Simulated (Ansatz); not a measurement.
**Pressure series of NaF (Fm-3m)**

```
Na F
1.0
     2.31510    2.31510    0.00000
    -2.31510    2.31510    0.00000
     0.00000    2.31510    2.31510
Na F
1 1
Direct
  0.00000 0.00000 0.00000
  0.50000 0.50000 0.00000
```

This is the zero-pressure cell under PBEsol. Cell and atoms are relaxed by PAW (default files of Ansatz 0.2.0, cutoff 420 eV, stress met within about 0.05 GPa) at each pressure, in this structure whether or not another phase would take over; P is the pressure reached, less that of this cell. Levels come from PBEsol, all-electron LAPW in Ansatz 0.2.0, scalar-relativistic; k mesh 8×8×8, fixed occupations, basis error target 0.5 meV/atom. Conduction levels are in eV over the valence top (at Γ), at fixed fractional wave vectors. Zone-centre phonons come from finite displacements by PAW, without the LO-TO term.

```csv
P (GPa),V/V₀,Γ,L,T1u TO (cm⁻¹)
-1.95,1.0458,5.958,10.363,213.2
0.00,1.0000,6.184,10.628,238.9
2.02,0.9624,6.389,10.860,261.6
4.01,?,?,?,?
7.01,0.8941,6.811,11.320,307.0
10.02,0.8631,7.029,11.549,329.9
15.03,0.8214,7.353,11.878,363.1
```

Q: Fit the third-order Birch-Murnaghan equation to the rows shown.

A: With f = [(V₀/V)^(2/3) − 1]/2, the normalised pressure F = P/[3f(1 + 2f)^(5/2)] is 47.7 GPa at f = -0.0147, 48.9 GPa at f = 0.0129, 50.1 GPa at f = 0.0387, 50.7 GPa at f = 0.0516, 51.5 GPa at f = 0.0701. The line F = B₀[1 + (3/2)(B′ − 4)f] gives B₀ = 48.4 GPa and B′ = 4.6.

Q: What are the volume deformation potentials and pressure coefficients of these levels at zero pressure?

A: 

```
level  dE/dlnV (eV)  dE/dP = −(dE/dlnV)/B₀ (meV/GPa)  mean slope up to 2.0 GPa (meV/GPa)
    Γ         -5.19                            107.4                               100.9
    L         -5.98                            123.7                               114.6
```

dE/dlnV is the slope of a cubic fit in ln V at V₀. The last column is read from two rows and shows how the slope bends with pressure. A level that another band crosses inside the range is left out of the tables.

Q: What mode Grüneisen parameters follow?

A: γ = −d ln ω/d ln V at V₀ from a quadratic fit in ln V: T1u 2.43.

Q: Fill the row at 4.01 GPa.

A: The fits give V/V₀ = 0.9320 and Γ = 6.568 eV. Computed: V/V₀ = 0.9320, Γ = 6.568, L = 11.058, T1u TO (cm⁻¹) = 281.1.

Caveats: no other phase was computed; many crystals of this kind change structure within this range, and rows or crossings beyond such a change describe a metastable lattice; the frozen-core PAW files of the relaxations were fitted under PBE, their cores solved anew for this functional; semilocal gaps are low, and the spacing of valleys can be off by tenths of an eV; levels are read at fixed fractional k, so an edge that moves off these points is missed.
